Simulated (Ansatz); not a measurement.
**Calculated electric field gradients for TaN under strain**

The cell is a structure deposited in the COD, relaxed with PBE at fixed cell and then changed (z compressed by 2 %, ions relaxed).

```yaml
crystal:
  lattice:
    - [5.19600, 0.00000, 0.00000]
    - [-2.59800, 4.49987, 0.00000]
    - [0.00000, 0.00000, 2.85278]
  atoms:
    - { symbol: Ta, position: [0.33333, 0.66667, 0.50000] }
    - { symbol: Ta, position: [0.66667, 0.33333, 0.50000] }
    - { symbol: Ta, position: [0.00000, 0.00000, 0.00000] }
    - { symbol: N, position: [0.39318, 0.00000, 0.00000] }
    - { symbol: N, position: [0.60682, 0.60682, 0.00000] }
    - { symbol: N, position: [0.00000, 0.39318, 0.00000] }
```

Atoms are numbered from 1 in the order listed; like atoms form one site, named after its first atom.

Computed with Ansatz: DFT, PBE, plane waves and PAW, scalar-relativistic, collinear spin, 420 eV cutoff, Γ-centred 10×10×16 k-points, Fermi–Dirac smearing 0.05 eV. Start moments as typed (μB): 2 on each Ta, none on the rest.

V_zz is the principal component of the electric field gradient with the largest magnitude, η = (V_xx − V_yy)/V_zz and C_Q = eQV_zz/h.

¹⁸¹Ta: I = 7/2, Q = 3170 mb; 14N: I = 1, Q = 20.44 mb. Quadrupole moments are those of Pyykkö's year-2017 table.

| site | atoms (order as listed) | first shell | V_zz (10²¹ V/m²) | η | C_Q (MHz) |
| --- | --- | --- | --- | --- | --- |
| Ta1 | 1, 2 | 6 N at 2.14 Å | -21.9 | 0.00 | -1680 |
| Ta3 | 3 | 3 N at 2.04 Å; also 3 N at 3.15 Å | 10.44 | 0.00 | 800 |
| N | 4, 5, 6 | 5 Ta at 2.04–2.14 Å | -1.21 | 0.01 | -0.600 |

An axis of threefold or higher order runs through Ta1 and Ta3, so V_zz lies along it and η is zero. At N V_zz points along its shortest bond, to Ta (within 1°).

The run finds no gap above 0.1 eV (a metal, or nearly one), so the gradients can move by 10 % or more with the k-mesh. Without spin–orbit coupling the gradients at and beside Ta can be off by some per cent, at some sites by more. With these PAW files V_zz is typically within 2 to 3 % of all-electron values, but misses above 10 % occur on Ta. At this changed cell the PBE pressure is 12 GPa. The start moments die out, and the run ends without spin.
